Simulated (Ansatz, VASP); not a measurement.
## Au in VASP and in Ansatz

Contents of POSCAR:

```
Au
1.0
    2.8154890579      0.0000000000      0.0000000000
   -0.0129553469      2.8201795887      0.0000000000
   -1.1378916452     -1.1854109603      4.9240140333
Au
2
Direct
    0.6728620000      0.6659620000      0.2740550000
    0.3271380000      0.3340380000      0.7259450000
```

Contents of INCAR.step1:

```
SYSTEM = Au
ALGO = Normal
EDIFF = 1E-4
ENCUT = 520
GGA = PE
ISMEAR = -1
LASPH = .TRUE.
LCHARG = .FALSE.
LREAL = .FALSE.
LWAVE = .TRUE.
NBANDS = 18
NELM = 80
PREC = Accurate
SIGMA = 0.05
```

The input INCAR.step2:

```
SYSTEM = Au
ALGO = Normal
EDIFF = 1E-6
ENCUT = 520
ISIF = 2
ISMEAR = -1
ISTART = 1
LASPH = .TRUE.
LCHARG = .FALSE.
LMIXTAU = .TRUE.
LREAL = .FALSE.
LWAVE = .FALSE.
METAGGA = R2SCAN
NBANDS = 18
NELM = 80
PREC = Accurate
SIGMA = 0.05
```

The input KPOINTS:

```
k-points
0
G
  6 6 3
  0 0 0
```

File input.yaml:

```yaml
crystal:
  lattice:
    - [2.8154890579, 0.0, 0.0]
    - [-0.0129553469, 2.8201795887, 0.0]
    - [-1.1378916452, -1.1854109603, 4.9240140333]
  atoms:
    - { symbol: Au, position: [0.672862, 0.665962, 0.274055] }
    - { symbol: Au, position: [0.327138, 0.334038, 0.725945] }
hamiltonian:
  xc: r2scan
  pseudopotentials: { kind: paw }
kpoints:
  mp_grid: { grid: [6, 6, 3] }
scf:
  occupations: { method: fermi_dirac, width: 0.05 }
  n_extra_bands: 6
output:
  forces: true
  stress: true
  eigenvalues: true
  dos: { projected: true, de: 0.05, nscf_kmesh: { grid: [9, 9, 5] } }
```

This isn't the form of Au at room conditions, which is fcc.

Alike in both runs: functional r2SCAN; k mesh 6 × 6 × 3; occupations fermi-dirac, width 0.05 eV; no spin polarisation.

```csv
,VASP,Ansatz
version,VASP 6.6.1,Ansatz 0.2.0
potentials or method,"VASP PAW PBE potentials, release 64 (Au)",Ansatz PAW
plane-wave cutoff (eV),520,500
valence electrons in the cell,22,38
task,single point,projected density of states
```

|  | VASP | Ansatz | Ansatz less VASP |
| --- | --- | --- | --- |
| gap on the k mesh at the Fermi level (eV) | none | none | - |
| pressure (GPa) | -5.0 | -5.2 | -0.22 |
| largest component of the traceless stress (GPa) | 2.89 | 2.91 | +0.024 |
| rms of the force components (eV/Å) | 0.009 | 0.010 | +0.0009 |

Atom by atom the forces differ by 0.001 eV/Å (rms over components). A gap of «none» marks a metal or a gap that the smearing closes. With one functional, cell and mesh, what is left measures potentials, basis and numerics. The two sets of potentials don't hold the same shells in valence.

Caveats: the k mesh is coarse (spacing up to 0.43 Å⁻¹), so the values aren't converged; the PAW data sets were made with another functional, which shifts forces and pressure a little (VASP); the PAW data sets come from PBE, with cores solved anew for the run's functional, which leaves a small shift of forces and pressure (Ansatz); the density of states is complete only up to the lowest level of the last band computed (Ansatz). Spin-orbit coupling is left out, which matters for the levels of Au.
